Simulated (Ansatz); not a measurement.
# Nb: the cost of one run

Program: Ansatz 0.2.0. Level of theory: DFT PBE, scalar-relativistic, plane waves, PAW. These are calculated values, not measurements.

The COD entry's cell or inner coordinates are ideal or old and differ from later refinements, so a difference from it is no clean test against experiment.

3 further runs of the same task are left out: 2 that didn't finish, 1 set aside as unsound or not needed.

## (1) The structure to begin with

Symmetry: Im-3m, No. 229, cubic system. Conventional cell: a = 3.328 Å, b = 3.328 Å, c = 3.328 Å, α = 90.00°, β = 90.00°, γ = 90.00°. Around Nb (site symmetry m-3m) lie 8 Nb at 2.88 Å.

As a file:

```cif
data_structure
_symmetry_space_group_name_H-M 'Im-3m'
_symmetry_Int_Tables_number 229
_cell_length_a 3.3279
_cell_length_b 3.3279
_cell_length_c 3.3279
_cell_angle_alpha 90.000
_cell_angle_beta 90.000
_cell_angle_gamma 90.000
_cell_volume 36.86
loop_
_atom_site_label
_atom_site_type_symbol
_atom_site_symmetry_multiplicity
_atom_site_Wyckoff_symbol
_atom_site_fract_x
_atom_site_fract_y
_atom_site_fract_z
_atom_site_occupancy
Nb1 Nb 2 a 0.00000 0.00000 0.00000 1
```

The structure comes from the Crystallography Open Database.

## (2) A distortion that keeps the symmetry

Against the listed cell: strain xx, yy, zz, yz, xz, xy = +1.7, +1.7, +1.7, +0.0, +0.0, +0.0 %.

The input, input.yaml:

```yaml
crystal:
  lattice:
    - [-1.6929526485, 1.6929526485, 1.6929526485]
    - [1.6929526485, -1.6929526485, 1.6929526485]
    - [1.6929526485, 1.6929526485, -1.6929526485]
  atoms:
    - { symbol: Nb, position: [0.0, 0.0, 0.0] }
basis:
  ecutwfc: 420
kpoints:
  mp_grid: { grid: [18, 18, 18] }
hamiltonian:
  xc: pbe
scf:
  occupations: { method: gaussian, width: 0.1 }
output:
  forces: true
  stress: true
  eigenvalues: true
```

The run is started by

```sh
$ ansatz run input.yaml --threads 1 --pin off --max-ram 1331MiB --backend cpu --events-out ev --progress --plain --runs-dir out
```

What time and memory should one allow on 1 thread of an x86-64 CPU, shared host?

About 5.2 s, with a peak of 0.33 GiB.
